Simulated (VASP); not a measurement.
A run of VASP 6.6.1 is set up as follows.

Contents of INCAR:

```
ALGO = Fast
EDIFF = 1E-6
ENCUT = 520
GGA = PE
ISIF = 2
ISMEAR = 0
LASPH = True
LCHARG = False
LREAL = Auto
LWAVE = False
NBANDS = 87
NELECT = 128.0
NELM = 100
PREC = Accurate
SIGMA = 0.02
```

File KPOINTS:

```
Automatic mesh
0
Gamma
  2 2 2
  0.5 0.5 0.5
```

POSCAR

```
MgSi32
1.0
    0.0000000001     -6.6706137337      6.3650227274
   -0.0000000001      6.6706137337      6.3650227274
   -7.7025612697     -0.0000000001     -6.3650227274
Si Mg
32 1
Direct
    0.4896033505      0.3227635297      0.7491278288
    0.7404763211      0.5736360506      0.2508734345
    0.1078396491      0.4481930395      0.4913527939
    0.6164885793      0.9568433188      0.5086505466
    0.9910630931      0.8237272160      0.7508960718
    0.8734090056      0.1941124400      0.0000012983
    0.3620727655      0.6980712342      0.0000002596
    0.2401681057      0.0728317789      0.2491050617
    0.6971413828      0.3676823423      0.5007584964
    0.9475324336      0.6162615658     -0.0000002596
    0.3218434390      0.4962055062      0.2605486577
    0.8250026276      0.9885908735      0.2498710406
    0.1963831330      0.8669245822      0.4992418580
    0.0612951336      0.2356560015      0.7394510476
    0.5751314053      0.7387202509      0.7501289244
    0.4524153147      0.1044791138     -0.0000005193
    0.6771663648      0.5098933005      0.7508802329
    0.9262861214      0.7590124574      0.2491197321
    0.3018017821      0.6422065920      0.5086449640
    0.7931595377      0.1335628086      0.4913572080
    0.1764067774      0.0096039847      0.7491419799
    0.0519340219      0.3879717674     -0.0000002597
    0.5558737843      0.8766420202      0.0000002596
    0.4272649312      0.2604621385      0.2508582447
    0.8831184678      0.5536286955      0.5007404505
    0.1337901238      0.8024716242      0.0000005193
    0.5144046562      0.6887565294      0.2605859181
    0.0113365528      0.1748550900      0.2498768828
    0.3823785425      0.0528890701      0.4992609426
    0.2538195825      0.4281702564      0.7394150855
    0.7614604399      0.9249795768      0.7501248997
    0.6456292279      0.2976081772     -0.0000003895
    0.3752993920      0.3748450110     -0.0000001298
```

Potentials or basis: VASP PAW PBE potentials, release 64 (Si, Mg).

Launch:

```console
$ cat potpaw_PBE.64/Si/POTCAR potpaw_PBE.64/Mg/POTCAR > POTCAR
$ mpirun -np 1 vasp_std > vasp.out
```

Problem. Predict the largest force.

Solution. 0.010 eV/Å.

Problem. Estimate the band gap on the k mesh.

Solution. 0.60 eV, indirect (least direct gap 0.79 eV).

Forces in eV/Å, atoms in the order of the input:
```
Si  -0.002  0.002 -0.006
Si   0.002  0.002 -0.006
Si  -0.001  0.001 -0.003
Si   0.001  0.001 -0.003
Si  -0.001  0.001 -0.003
Si   0.000  0.007 -0.005
Si   0.000 -0.001 -0.004
Si   0.001  0.001 -0.003
Si   0.003  0.000 -0.001
Si   0.000  0.000 -0.005
Si   0.001 -0.002 -0.002
Si   0.000 -0.001 -0.006
Si  -0.003  0.000 -0.001
Si  -0.001 -0.002 -0.002
Si   0.000 -0.001 -0.006
Si   0.000 -0.003 -0.002
Si  -0.002  0.000  0.004
Si   0.002  0.000  0.004
Si   0.003 -0.001  0.005
Si  -0.003 -0.001  0.005
Si   0.000  0.001  0.004
Si   0.000 -0.001  0.005
Si   0.000  0.007  0.008
Si   0.000  0.001  0.004
Si   0.001  0.000  0.003
Si   0.000  0.001  0.001
Si   0.004 -0.005  0.000
Si   0.000  0.000  0.006
Si  -0.001  0.000  0.003
Si  -0.004 -0.005  0.000
Si   0.000  0.000  0.006
Si   0.000  0.002  0.001
Mg   0.000  0.000  0.000
```

Caveat: the cell carries a net charge on a neutralising background, which shifts energy and pressure; the cell is charged against a uniform background, so pressure and absolute levels hang on convention. Expect the measured gap to be larger: semilocal functionals such as PBE lack the derivative discontinuity.
